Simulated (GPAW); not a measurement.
Crystal: Ta2N.

```
CELL_PARAMETERS angstrom
3.11286 0.00000 0.00000
-1.55643 2.69582 0.00000
0.00000 0.00000 4.86984
ATOMIC_POSITIONS crystal
Ta 0.33333 0.66667 0.25471
Ta 0.66667 0.33333 0.74529
N 0.00000 0.00000 0.00000
```

The cell comes from a database or a generator and needn't be the stable form of this composition.

* Program: GPAW 26.7.0
* Task: single point
* Functional: PBEsol
* Potentials or basis: PAW data sets generated in the run's folder for this functional
* Cutoff: 800 eV
* Basis: pw
* k mesh: 10 × 10 × 6
* Occupations: fermi-dirac, width 0.05 eV
* Spin: no spin polarisation

On this cell: pressure -9.0 GPa; largest force 0.262 eV/Å; band gap on the k mesh none (metal or under the smearing width).

The same run follows on a disturbed copy (atoms moved at random, drawn with an rms of 0.05 Å):

```
Ta N
1.0
     3.11286    0.00000    0.00000
    -1.55643    2.69582    0.00000
     0.00000    0.00000    4.86984
Ta N
2 1
Direct
  0.32460 0.65342 0.25129
  0.69069 0.34223 0.74321
  0.99834 0.00588 0.00396
```

Problem. What does the disturbed cell give?

Solution. The energy (extrapolated to zero smearing) moves by +9.6 meV/atom; pressure -8.3 GPa; largest force 0.774 eV/Å; band gap on the k mesh none (metal or under the smearing width).

Forces on the atoms (eV/Å):
```
Ta  -0.054  0.368  0.088
Ta  -0.436  0.008  0.378
N    0.491 -0.376 -0.466
```

Stress tensor (GPa, compression positive):
```
-8.52  0.14  0.98
 0.14 -8.36  1.16
 0.98  1.16 -8.04
```
